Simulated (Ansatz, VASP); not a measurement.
## AlNi3: VASP beside Ansatz

POSCAR

```
AlNi3
1.0
    0.0000000000      2.8018887551      2.8018887551
    2.8018887551      0.0000000000      2.8018887551
    2.8018887551      2.8018887551      0.0000000000
Al Ni
1 3
Direct
    0.5000000000      0.5000000000      0.5000000000
    0.2500000000      0.2500000000      0.2500000000
    0.0000000000      0.0000000000      0.0000000000
    0.7500000000      0.7500000000      0.7500000000
```

Contents of INCAR.step1:

```
SYSTEM = AlNi3
  PREC = Accurate
  ENCUT = 600
  ISMEAR = 0
  SIGMA = 0.1
  LREAL = .FALSE.
  LASPH = .TRUE.
  NELM = 60
  GGA = PE
  ALGO = Normal
  EDIFF = 1E-4
  LWAVE = .TRUE.
  LCHARG = .FALSE.
```

INCAR.step2

```
SYSTEM = AlNi3
  PREC = Accurate
  ENCUT = 600
  EDIFF = 1E-6
  ISMEAR = 0
  SIGMA = 0.1
  LREAL = .FALSE.
  LASPH = .TRUE.
  NELM = 60
  ALGO = Normal
  ISIF = 3
  LWAVE = .FALSE.
  LCHARG = .FALSE.
  METAGGA = R2SCAN
  LMIXTAU = .TRUE.
  IBRION = 2
  NSW = 80
  EDIFFG = -0.01
  ISTART = 1
```

KPOINTS

```
Automatic mesh
0
G
  4 4 4
  0 0 0
```

Input for Ansatz:

```yaml
crystal:
  lattice:
    - [0.0, 2.8018887551, 2.8018887551]
    - [2.8018887551, 0.0, 2.8018887551]
    - [2.8018887551, 2.8018887551, 0.0]
  atoms:
    - { symbol: Al, position: [0.5, 0.5, 0.5] }
    - { symbol: Ni, position: [0.25, 0.25, 0.25] }
    - { symbol: Ni, position: [0.0, 0.0, 0.0] }
    - { symbol: Ni, position: [0.75, 0.75, 0.75] }
basis:
  ecutwfc: 500
kpoints:
  mp_grid: { grid: [4, 4, 4] }
hamiltonian:
  xc: r2scan
scf:
  occupations: { method: gaussian, width: 0.1 }
output:
  forces: true
  stress: true
  eigenvalues: true
relax:
  adjacent_minimum: "off"
  f_tol: 0.01
  max_steps: 60
  cell: { stress_tol: 0.05 }
```

Alike in both runs: task relaxation of cell and atoms; functional r2SCAN; k mesh 4 × 4 × 4; occupations gaussian, width 0.1 eV; no spin polarisation.

|  | VASP | Ansatz |
| --- | --- | --- |
| version | VASP 6.6.1 | Ansatz 0.2.0 |
| potentials or method | VASP PAW PBE potentials, release 64 (Al, Ni) | scalar-relativistic, plane waves, PAW |
| plane-wave cutoff (eV) | 600 | 500 |
| valence electrons in the cell | 33 | 57 |

```tsv
	VASP	Ansatz	Ansatz less VASP
gap on the k mesh at the Fermi level, each at its own relaxed structure (eV)	none	none	-
relaxed volume (Å³/atom)	11.00	11.00	0.000
relaxed cell length with the largest relative difference (Å)	3.962	3.962	0.0000
```

A gap of «none» marks a metal or a gap that the smearing closes. The two sets of potentials don't hold the same shells in valence.

Caveats: the k mesh is coarse (spacing up to 0.49 Å⁻¹), so the values aren't converged; the relaxation stopped at its first step, so nothing moved; the PAW data sets were made with another functional, which shifts forces and pressure a little (VASP). Spin polarisation is off, so any magnetic state and its effect on volume and gap are missing.
